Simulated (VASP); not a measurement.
Wanted: the native input for a VASP 6.6.1 run.

```yaml
Task: band structure
Functional: PBE
Potentials_or_basis: VASP PAW PBE potentials, release 64 (Al, O_h)
Cutoff: 900 eV
k_mesh: 8 × 8 × 3
Occupations: fermi-dirac, width 0.05 eV
Spin: no spin polarisation
Further_INCAR_settings: ALGO = Fast; EDIFF = 1e-06
```

The structure of Al2O3 lies in POSCAR:

```
Al2O3
1.0
    2.8843249483      0.0000000000      0.0000000000
   -1.4421624742      2.4978986780      0.0000000000
    0.0000000000      0.0000000000      9.3367544600
Al O
2 3
Direct
    0.0000000000      0.0000000000      0.8500076700
    0.0000000000      0.0000000000      0.1499923300
    0.3333333333      0.6666666667      0.7776830800
    0.6666666667      0.3333333333      0.0000000000
    0.3333333333      0.6666666667      0.2223169200
```

Measurements of this composition are mostly on another form, of space group No. 167.

One way to write it, as run:

INCAR

```
SYSTEM = Al2O3
PREC = Accurate
ENCUT = 900
EDIFF = 1E-6
ISMEAR = -1
SIGMA = 0.05
LREAL = .False.
LASPH = .True.
NELM = 100
ALGO = Fast
ISIF = 2
LWAVE = .False.
LCHARG = .False.
GGA = PE
```

KPOINTS

```
regular mesh
0
Gamma
  8 8 3
  0 0 0
```

KPOINTS_OPT

```
path GMKGALHA,LM,KH
10
line-mode
reciprocal
 0.0000000000  0.0000000000  0.0000000000  G
 0.5000000000  0.0000000000  0.0000000000  M

 0.5000000000  0.0000000000  0.0000000000  M
 0.3333333333  0.3333333333  0.0000000000  K

 0.3333333333  0.3333333333  0.0000000000  K
 0.0000000000  0.0000000000  0.0000000000  G

 0.0000000000  0.0000000000  0.0000000000  G
 0.0000000000  0.0000000000  0.5000000000  A

 0.0000000000  0.0000000000  0.5000000000  A
 0.5000000000  0.0000000000  0.5000000000  L

 0.5000000000  0.0000000000  0.5000000000  L
 0.3333333333  0.3333333333  0.5000000000  H

 0.3333333333  0.3333333333  0.5000000000  H
 0.0000000000  0.0000000000  0.5000000000  A

 0.5000000000  0.0000000000  0.5000000000  L
 0.5000000000  0.0000000000  0.0000000000  M

 0.3333333333  0.3333333333  0.0000000000  K
 0.3333333333  0.3333333333  0.5000000000  H
```

Potentials or basis: VASP PAW PBE potentials, release 64 (Al, O_h).

Command:

```bash
$ cat potpaw_PBE.64/Al/POTCAR potpaw_PBE.64/O_h/POTCAR > POTCAR
$ mpirun -np 1 vasp_std > vasp.out
```

Results of the run:

```yaml
Pressure: -0.3 GPa
Largest_force: 0.034 eV/Å
Band_gap_on_the_k_mesh: 4.79 eV, indirect (least direct gap 5.02 eV)
Band_gap_along_the_path: 4.78 eV, indirect (least direct gap 5.02 eV)
```

Caveat: the cutoff is under 1.25 times the usual one of these potentials, so pressure, stress and relaxed cells hold a basis-set (Pulay) error.

It took 77 s on 1 thread of Intel(R) Xeon(R) 6975P-C (Granite Rapids), with other jobs on the host, peak memory 0.28 GiB.
